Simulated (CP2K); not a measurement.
# Al2Ru (I4/mmm) in CP2K: relaxation of cell and atoms with PBEsol

Aim: the relaxation of cell and atoms of Al2Ru with PBEsol.

All numbers are computed with CP2K 2026.2; they aren't measurements. Logs are shortened: lines on timing, memory, paths and dates and some standing lists are left out, and cuts for length are marked.

## Step 1: The structure

The structure is tetragonal, space group I4/mmm (No. 139). Conventional cell: a = 3.121 Å, b = 3.121 Å, c = 8.444 Å, α = 90.00°, β = 90.00°, γ = 90.00°. Ru (site symmetry 4/mmm) is surrounded by 10 Al at 2.58 to 2.88 Å. Al (site symmetry 4mm) is surrounded by 5 Ru at 2.58 to 2.88 Å and 5 Al at 2.69 Å.

The cell comes from a database or a generator and needn't be the stable form of this composition.

## Step 2: Relaxation of cell and atoms, PBEsol, target pressure -1 GPa, at which the enthalpy is minimised

The input, al2ru_vcrelax.inp:

```
&GLOBAL
  PROJECT al2ru_vcrelax
  RUN_TYPE CELL_OPT
  PRINT_LEVEL LOW
&END GLOBAL
&FORCE_EVAL
  METHOD QS
  STRESS_TENSOR ANALYTICAL
  &DFT
    BASIS_SET_FILE_NAME BASIS_MOLOPT_UZH
    POTENTIAL_FILE_NAME POTENTIAL_UZH
    &MGRID
      CUTOFF 450
      REL_CUTOFF 60
      NGRIDS 4
    &END MGRID
    &QS
      METHOD GPW
      EPS_DEFAULT 1.0E-10
      EXTRAPOLATION USE_PREV_P
    &END QS
    &KPOINTS
      SCHEME MONKHORST-PACK 9 9 9
      GAMMA_CENTERED T
    &END KPOINTS
    &SCF
      SCF_GUESS ATOMIC
      EPS_SCF 1.0E-6
      MAX_SCF 100
      ADDED_MOS 15
      CHOLESKY OFF
      EPS_EIGVAL 1.0E-7
      &DIAGONALIZATION ON
        ALGORITHM STANDARD
      &END DIAGONALIZATION
      &MIXING ON
        METHOD BROYDEN_MIXING
        ALPHA 0.4
        BETA 1.5
        NBUFFER 8
      &END MIXING
      &SMEAR ON
        METHOD FERMI_DIRAC
        ELECTRONIC_TEMPERATURE 580.23
      &END SMEAR
    &END SCF
    &XC
      &XC_FUNCTIONAL
        &GGA_X_PBE_SOL
        &END GGA_X_PBE_SOL
        &GGA_C_PBE_SOL
        &END GGA_C_PBE_SOL
      &END XC_FUNCTIONAL
    &END XC
    &PRINT
      &KPOINTS ON
      &END KPOINTS
      &MULLIKEN ON
        &EACH
          CELL_OPT 0
        &END EACH
        ADD_LAST NUMERIC
      &END MULLIKEN
      &MO ON
        ENERGIES T
        OCCUPATION_NUMBERS T
        &EACH
          QS_SCF 0
          CELL_OPT 0
        &END EACH
        ADD_LAST NUMERIC
      &END MO
    &END PRINT
  &END DFT
  &SUBSYS
    &CELL
      A 4.7637667558 0.0000000000 0.0000000000
      B 2.7192370742 3.9114221759 0.0000000000
      C -3.7415019150 -1.9557110880 2.2067694180
      PERIODIC XYZ
    &END CELL
    &COORD
      Ru  0.0000000000 0.0000000000 0.0000000000
      Al  2.5501913175 1.3330041115 0.0000000000
      Al  4.9328125125 2.5784180644 0.0000000000
    &END COORD
    &KIND Ru
      BASIS_SET TZVP-MOLOPT-PBE-GTH-q16
      POTENTIAL GTH-PBE-q16
    &END KIND
    &KIND Al
      BASIS_SET TZVP-MOLOPT-PBE-GTH-q3
      POTENTIAL GTH-PBE-q3
    &END KIND
    &PRINT
      &ATOMIC_COORDINATES ON
      &END ATOMIC_COORDINATES
      &CELL ON
      &END CELL
      &SYMMETRY ON
      &END SYMMETRY
    &END PRINT
  &END SUBSYS
  &PRINT
    &FORCES ON
    &END FORCES
    &STRESS_TENSOR ON
    &END STRESS_TENSOR
  &END PRINT
&END FORCE_EVAL
&MOTION
  &CELL_OPT
    OPTIMIZER BFGS
    MAX_ITER 40
    MAX_FORCE [eV*angstrom^-1] 0.03
    RMS_FORCE [eV*angstrom^-1] 0.03
    MAX_DR 1.0E-2
    RMS_DR 1.0E-2
    EXTERNAL_PRESSURE [bar] -10000.0
    PRESSURE_TOLERANCE [bar] 200
    KEEP_SPACE_GROUP T
  &END CELL_OPT
  &PRINT
    &TRAJECTORY ON
    &END TRAJECTORY
    &CELL ON
    &END CELL
    &FORCES ON
    &END FORCES
    &STRESS ON
    &END STRESS
    &RESTART OFF
    &END RESTART
    &RESTART_HISTORY OFF
    &END RESTART_HISTORY
  &END PRINT
&END MOTION
```

Potentials or basis: POTENTIAL_UZH Ru GTH-PBE-q16, Al GTH-PBE-q3; TZVP-MOLOPT-PBE-GTH basis.

On the command line:

```
$ OMP_NUM_THREADS=1 cp2k.psmp -i al2ru_vcrelax.inp -o al2ru_vcrelax.out
```

al2ru_vcrelax.out:

```text

 CP2K| version string:                                       CP2K version 2026.2
 CP2K| Input file name                                         al2ru_vcrelax.inp

 GLOBAL| Force Environment number                                              1
 GLOBAL| Basis set file name                                    BASIS_MOLOPT_UZH
 GLOBAL| Potential file name                                       POTENTIAL_UZH
 GLOBAL| MM Potential file name                                     MM_POTENTIAL
 GLOBAL| Coordinate file name                                      __STD_INPUT__
 GLOBAL| Method name                                                        CP2K
 GLOBAL| Project name                                              al2ru_vcrelax
 GLOBAL| Run type                                                       CELL_OPT
 GLOBAL| FFT library                                                       FFTW3
 GLOBAL| Diagonalization library                                       ScaLAPACK
[... 5 lines left out ...]
 GLOBAL| Total number of message passing processes                             1
 GLOBAL| Number of threads for this process                                    1
 GLOBAL| CPU model name                                                  UNKNOWN

 CELL| Volume [angstrom^3]:                                            41.118962
 CELL| Vector a [angstrom]:       4.764     0.000     0.000   |a| =     4.763767
 CELL| Vector b [angstrom]:       2.719     3.911     0.000   |b| =     4.763767
 CELL| Vector c [angstrom]:      -3.742    -1.956     2.207   |c| =     4.763767
 CELL| Angle (b,c), alpha [degree]:                                   141.758456
 CELL| Angle (a,c), beta  [degree]:                                   141.758456
 CELL| Angle (a,b), gamma [degree]:                                    55.192812
 CELL| Numerically orthorhombic:                                              NO
 CELL| Periodicity                                                           XYZ

 CELL_REF| Volume [angstrom^3]:                                        41.118962
 CELL_REF| Vector a [angstrom     4.764     0.000     0.000   |a| =     4.763767
 CELL_REF| Vector b [angstrom     2.719     3.911     0.000   |b| =     4.763767
 CELL_REF| Vector c [angstrom    -3.742    -1.956     2.207   |c| =     4.763767
 CELL_REF| Angle (b,c), alpha [degree]:                               141.758456
 CELL_REF| Angle (a,c), beta  [degree]:                               141.758456
 CELL_REF| Angle (a,b), gamma [degree]:                                55.192812
 CELL_REF| Numerically orthorhombic:                                          NO
 CELL_REF| Periodicity                                                       XYZ
[... 10 lines left out ...]

  Total number of            - Atomic kinds:                                   2
                             - Atoms:                                          3
                             - Shell sets:                                     3
                             - Shells:                                        25
                             - Primitive Cartesian functions:                 15
                             - Cartesian basis functions:                     77
                             - Spherical basis functions:                     69

  Maximum angular momentum of- Orbital basis functions:                        3
                             - Local part of the GTH pseudopotential:          2
                             - Non-local part of the GTH pseudopotential:      4

 MODULE QUICKSTEP: ATOMIC COORDINATES IN ANGSTROM

   Atom Kind Element         X             Y             Z       Z(eff)     Mass
      1    1 Ru   44      0.000000      0.000000      0.000000  16.0000 101.0700
      2    2 Al   13      2.550191      1.333004      0.000000   3.0000  26.9815
      3    2 Al   13      4.932813      2.578418      0.000000   3.0000  26.9815

 Crystal Symmetry Information
       International Symbol:                                              I4/mmm
       Point Group Symbol:                                                 4/mmm
       Schoenflies Symbol:                                                D4h^17
       Number of Symmetry Operations:                                         16

 SCF PARAMETERS         Density guess:                                    ATOMIC
[... 9 lines left out ...]
                        --------------------------------------------------------
                        level_shift [a.u.]:                             0.000000
                        added MOs                                        15    0
                        --------------------------------------------------------
                        Mixing method:                            BROYDEN_MIXING
                                                charge density mixing in g-space
[... 314 lines left out ...]
 OPT|
 OPT| RMS gradient                                                  0.0020064301
 OPT| Convergence limit for RMS gradient                            0.0005834072
 OPT| RMS gradient is converged                                               NO
 OPT|
 OPT| Pressure deviation [bar]                                  26836.0392400820
 OPT| Pressure tolerance [bar]                                    200.0000000000
 OPT| Pressure is converged                                                   NO
 OPT| **************************************************************************
[... 5 lines left out ...]
 CELL| Volume [angstrom^3]:                                            41.812525
 CELL| Vector a [angstrom]:       4.774     0.000     0.000   |a| =     4.774355
 CELL| Vector b [angstrom]:       2.718     3.925     0.000   |b| =     4.774362
 CELL| Vector c [angstrom]:      -3.741    -1.956     2.231   |c| =     4.775194
 CELL| Angle (b,c), alpha [degree]:                                   141.518714
 CELL| Angle (a,c), beta  [degree]:                                   141.584725
 CELL| Angle (a,b), gamma [degree]:                                    55.292766
 CELL| Numerically orthorhombic:                                              NO
 CELL| Periodicity                                                           XYZ

 *** WARNING in qs_wf_history_methods.F:805 :: Change in cell ***
 *** neighborlist: might affect quality of initial guess      ***

 *** WARNING in qs_wf_history_methods.F:805 :: Change in cell ***
 *** neighborlist: might affect quality of initial guess      ***

 [... this warning repeats ...]

 Extrapolation method: previous_p

 Number of electrons:                                                         22
 Number of occupied orbitals:                                                 11
 Number of molecular orbitals:                                                26
[... 77 lines left out ...]
 OPT| **************************************************************************
 OPT| Step number                                                              2
 OPT| Optimization method                                                   BFGS
 OPT| Total energy [hartree]                                      -98.3144326532
 OPT| Internal pressure [bar]                                   -7820.6867100333
 OPT| Effective energy change [hartree]                            -0.0000114335
 OPT| Predicted energy change [hartree]                            -0.0001839692
 OPT| Scaling factor                                                0.0000000000
 OPT| Step size                                                     0.0387958207
 OPT| Trust radius                                                  0.4724315332
 OPT| Decrease in energy                                                     YES
 OPT|
 OPT| Maximum step size                                             0.0387958207
 OPT| Convergence limit for maximum step size                       0.0100000000
 OPT| Maximum step size is converged                                          NO
 OPT|
 OPT| RMS step size                                                 0.0122253066
 OPT| Convergence limit for RMS step size                           0.0100000000
 OPT| RMS step size is converged                                              NO
 OPT|
 OPT| Maximum gradient                                              0.0003226585
 OPT| Convergence limit for maximum gradient                        0.0005834072
 OPT| Maximum gradient is converged                                          YES
 OPT|
 OPT| RMS gradient                                                  0.0001267320
 OPT| Convergence limit for RMS gradient                            0.0005834072
 OPT| RMS gradient is converged                                              YES
 OPT|
 OPT| Pressure deviation [bar]                                   2179.3132899667
 OPT| Pressure tolerance [bar]                                    200.0000000000
 OPT| Pressure is converged                                                   NO
 OPT| **************************************************************************
[... 360 lines left out ...]
 OPT|
 OPT| RMS step size                                                 0.0011188557
 OPT| Convergence limit for RMS step size                           0.0100000000
 OPT| RMS step size is converged                                             YES
 OPT|
 OPT| Maximum gradient                                              0.0004216857
 OPT| Convergence limit for maximum gradient                        0.0005834072
 OPT| Maximum gradient is converged                                          YES
 OPT|
 OPT| RMS gradient                                                  0.0001329625
 OPT| Convergence limit for RMS gradient                            0.0005834072
 OPT| RMS gradient is converged                                              YES
 OPT|
 OPT| Pressure deviation [bar]                                    -22.0183872461
 OPT| Pressure tolerance [bar]                                    200.0000000000
 OPT| Pressure is converged                                                  YES
 OPT| **************************************************************************

 *******************************************************************************
 ***                    GEOMETRY OPTIMIZATION COMPLETED                      ***
 *******************************************************************************

 write_final_structure: Optimization converged, writing XYZ file gladly:
  al2ru_vcrelax-FINAL-1_5.xyz

 write_final_structure: Optimization converged, writing CIF file gladly:
  al2ru_vcrelax-FINAL-1_5.cif

 write_final_structure: Done!

                    Reevaluating energy at the minimum

 CELL| Volume [angstrom^3]:                                            41.869030
 CELL| Vector a [angstrom]:       4.777     0.000     0.000   |a| =     4.776672
 CELL| Vector b [angstrom]:       2.720     3.926     0.000   |b| =     4.776668
 CELL| Vector c [angstrom]:      -3.742    -1.956     2.232   |c| =     4.775719
 CELL| Angle (b,c), alpha [degree]:                                   141.516058
 CELL| Angle (a,c), beta  [degree]:                                   141.577471
 CELL| Angle (a,b), gamma [degree]:                                    55.286522
 CELL| Numerically orthorhombic:                                              NO
 CELL| Periodicity                                                           XYZ
[... 477 lines left out ...]
 MO|     25               1.190408              32.392652               0.000000
 MO|     26               1.285941              34.992240               0.000000
 MO| Sum:                                                              22.008535
 MO| E(Fermi):            0.422831 a.u.         11.505808 eV

 [... the levels of further k-points ...]

 !-----------------------------------------------------------------------------!
                     Mulliken Population Analysis

 #  Atom  Element  Kind  Atomic population                           Net charge
       1     Ru       1         16.383721                             -0.383721
       2     Al       2          2.808137                              0.191863
       3     Al       2          2.808142                              0.191858
 # Total charge                             22.000000                  0.000000

 !-----------------------------------------------------------------------------!

 ENERGY| Total FORCE_EVAL ( QS ) energy [hartree]            -98.314415005827783
```

Wall time 13 min (1 thread of Arm Neoverse V1, shared host); peak memory 0.58 GiB.

Results:

* Free energy: -2675.2713 eV
* Energy change on relaxing (the enthalpy is what falls): -0.4 meV/atom
* Ionic steps: 7
* Pressure after relaxing: -1.0 GPa
* Band gap on the k mesh: none (metal or under the smearing width)
* Mulliken charges: Ru -0.38; Al +0.19 e

Forces in eV/Å, atoms in the order of the input:
```
Ru   0.000  0.000  0.000
Al   0.000  0.000 -0.002
Al   0.000  0.000  0.002
```

Stress tensor (GPa, compression positive):
```
-0.56 -0.19 -0.57
-0.19 -0.29 -0.46
-0.57 -0.46 -2.18
```

Step by step:
```csv
step,energy change (eV),largest force (eV/Å),volume (Å³)
1,0.0000,0.0128,41.12
2,-0.0014,0.0095,41.23
3,-0.0017,0.0048,41.81
4,-0.0015,0.0047,41.83
5,-0.0014,0.0041,41.84
6,-0.0012,0.0023,41.87
7,-0.0012,0.0023,41.87
```

Caveat: Mulliken charges move with the basis; more than 0.5 GPa of stress was left at the end, so the final cell isn't listed; the potentials were made for another functional, which shifts forces and pressure; the basis of atomic orbitals isn't converged, which shifts pressures, moduli and gaps.
